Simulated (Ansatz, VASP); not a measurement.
# KTaO3: VASP beside Ansatz

```
K Ta O
1.0
     3.98543    0.00000    0.00000
     0.00000    3.98543    0.00000
     0.00000    0.00000    3.98543
K Ta O
1 1 3
Direct
  0.50000 0.50000 0.50000
  0.00000 0.00000 0.00000
  0.50000 0.00000 0.00000
  0.00000 0.50000 0.00000
  0.00000 0.00000 0.50000
```

Alike in both runs: functional r2SCAN; dispersion D4; k mesh 4 × 4 × 4; no spin polarisation.

Ansatz relaxed the structure, and its values are those at the end. VASP's run is a single point on that final structure, the one shown.

|  | VASP | Ansatz |
| --- | --- | --- |
| version | VASP 6.6.1 | Ansatz 0.2.0 |
| potentials or method | VASP PAW PBE potentials, release 64 (K_sv, Ta_pv, O) | plane waves, PAW |
| plane-wave cutoff (eV) | 520 | 500 |
| occupations | gaussian, width 0.01 eV | fixed |
| valence electrons in the cell | 38 | 40 |

```tsv
	VASP	Ansatz	Ansatz less VASP
pressure (GPa)	0.9	0.0	-0.94
dispersion energy (meV/atom)	-60.4	-60.5	-0.08
```

The two sets of potentials don't hold the same shells in valence.

Caveats: the PAW data sets were made with another functional, which shifts forces and pressure a little (VASP). A k mesh can miss the band edges.
